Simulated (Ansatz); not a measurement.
Bands of Ga

```xyz
2
Lattice="1.3830 -4.0265 0.0000 1.3830 4.0265 0.0000 -0.1174 0.0000 3.3299" Properties=species:S:1:pos:R:3 pbc="T T T"
Ga    1.3536   -2.9716    0.8325
Ga    1.2949    2.9716    2.4974
```

Atom numbers follow the list: Ga1, Ga2.

The cell is a measured one (Crystallography Open Database entry 9011089); the temperature and pressure of the measurement aren't taken into account, and nothing was relaxed.

Computed with DFT, PBEsol, all-electron LAPW, scalar-relativistic (Ansatz 0.2.0).

Numerical set-up: a Γ-centred 14×14×11 k mesh, Fermi–Dirac smearing of 0.03 eV, basis error target 0.5 meV/atom, no spin polarisation.

Points in fractions of the reciprocal vectors of this cell: Γ (0, 0, 0), Y (-0.5, 0.5, 0), M (-0.5, 0.5, 0.5), A (0, 0, 0.5), L2 (-0.5, 0, 0.5), V2 (-0.5, 0, 0). The path joins them by straight lines in the order Γ–Y–M–A–Γ–L2–Γ–V2; legs that retrace an earlier one aren't tabulated. Energies are in eV from the Fermi level.

Problem. Is there a gap?

Solution. none: bands cross the Fermi level, a metal.

Problem. List the levels between -5 and 4 eV at the symmetry points.

Solution. 
Γ: -2.10, -1.63, 1.62
Y: 3.99
M: -4.40 (×2)
A: 1.69 (×2), 2.43 (×2)
L2: -2.87, -2.86, -1.64, -1.51, 1.74, 2.29
V2: -1.35, 0.00
